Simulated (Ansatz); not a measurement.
Free-standing chains of the atoms of KI, named by their start (strip: triangular double chain, ladder: square double chain); atoms and period are relaxed, and energies count from relaxed bulk KI (Fm-3m, 44.59 Å³/atom, gap on the mesh 4.58 eV).

Theory: Ansatz 0.2.0, DFT r2SCAN, scalar-relativistic, plane waves, PAW.

Cutoff 500 eV, Gaussian smearing of 0.05 eV, energies at zero smearing, symmetry of each start kept, collinear spin where a moment is listed.

| start | atoms | k mesh | excess energy (eV per host atom) | period (Å) | gap on the mesh (eV) | highest filled level or Fermi level under vacuum (eV) |
| --- | --- | --- | --- | --- | --- | --- |
| linear chain | 2 | 1×1×10 | 0.477 | 6.499 | 4.63 | - |
| dimerised chain | 2 | 1×1×10 | 0.477 | 6.517 | 4.62 | - |
| zigzag chain | 2 | 1×1×11 | 0.475 | 6.509 | 4.68 | - |
| ladder chain | 4 | 1×1×10 | 0.309 | 6.688 | 4.77 | 5.89 |

Zero in every row: size of the moment (μB per cell).

Spin-orbit coupling is left out, which matters for the bands of heavy elements. An odd mesh misses points on the zone edge, so a gap read on it can be too wide.

Each run keeps its start's symmetry and one magnetic start, so lower states can exist. Rows stand on unlike meshes and boxes, so starts that end alike can differ by a few hundredths of an eV per atom.

Cost: 4 runs of about 33 core-minutes in all, on Arm Neoverse V2 (shared hosts).